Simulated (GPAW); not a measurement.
## MgSi in GPAW: the effect of target pressure

The system is MgSi.

```
Si Mg
1.0
     2.90839    0.00000    0.00000
     0.00000    2.90839    0.00000
     0.00000    0.00000    4.10343
Si Mg
1 1
Direct
  0.50000 0.50000 0.50000
  0.00000 0.00000 0.00000
```

The cell comes from a database or a generator and needn't be the stable form of this composition.

Alike in all runs:

```yaml
Program: GPAW 26.7.0
Task: relaxation of cell and atoms
Functional: PBEsol
Potentials_or_basis: PAW data sets generated in the run's folder for this functional
Cutoff: 800 eV
Basis: pw
k_mesh: 8 × 8 × 6
Occupations: fermi-dirac, width 0.05 eV
Spin: no spin polarisation
```

Each run relaxes the cell or the atoms first.

```tsv
target pressure	target pressure	relaxed volume (Å³/atom)
0 GPa	-	16.95
2 GPa	2 GPa	16.47
5 GPa	5 GPa	15.90
10 GPa	10 GPa	?
20 GPa	20 GPa	13.90
30 GPa	30 GPa	12.99
```

**Question.** What does the run with target pressure 10 GPa give?

**Answer.** Relaxed volume 15.11 Å³/atom.

Worked out: In Murnaghan's law V^(-B') rises as a straight line in P. The other rows fit best with B' = 3.2, V0 = 16.93 Å³/atom and B0 = 72 GPa, which gives 15.10 Å³/atom at 10 GPa, against the run's 15.11.

Caveats: later steps reuse the first step's grids; the volume moved by over 15 % at a fixed basis, so the end points are rough (some runs).
